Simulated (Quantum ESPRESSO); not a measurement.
# HgTe (Coloradoite) under changes of volume

One of the cells (33.215 Å³/atom); the others are scaled copies at fixed shape and fractional positions:

```
CELL_PARAMETERS angstrom
0.00000 3.21450 3.21450
3.21450 0.00000 3.21450
3.21450 3.21450 0.00000
ATOMIC_POSITIONS crystal
Hg 0.00000 0.00000 0.00000
Te 0.75000 0.75000 0.75000
```

- Program: Quantum ESPRESSO 7.5
- Functional: PBEsol
- Potentials or basis: GBRV 1.5 PBEsol
- Cutoff: 612 eV
- Density cutoff: 4898 eV
- k mesh: 7 × 7 × 7
- Occupations: fermi-dirac, width 0.05 eV
- Spin: no spin polarisation

| volume (Å³/atom) | energy over the lowest point (meV/atom) | pressure (GPa) |
| --- | --- | --- |
| 31.223 | 59.97 | 6.1 |
| 31.887 | 37.89 | 4.6 |
| 32.551 | ? | ? |
| 33.215 | 10.02 | 2.2 |
| 33.880 | 3.04 | 1.2 |
| 34.544 | 0.00 | 0.3 |
| 35.208 | 0.46 | -0.5 |

**Question.** What does the run at 32.551 Å³/atom give?

**Answer.** Energy over the lowest point 21.45 meV/atom; pressure 3.3 GPa.

Worked out: A Birch-Murnaghan fit of order 3 (a polynomial in V^(-2/3)) to the other rows has its minimum at 34.78 Å³/atom with B0 = V·E''(V) = 42 GPa and B' = 5.3. It gives 21.45 meV/atom at 32.551 Å³/atom, against the run's 21.45, and -dE/dV = 3.3 GPa, against 3.3.

Energies are extrapolated to zero smearing.
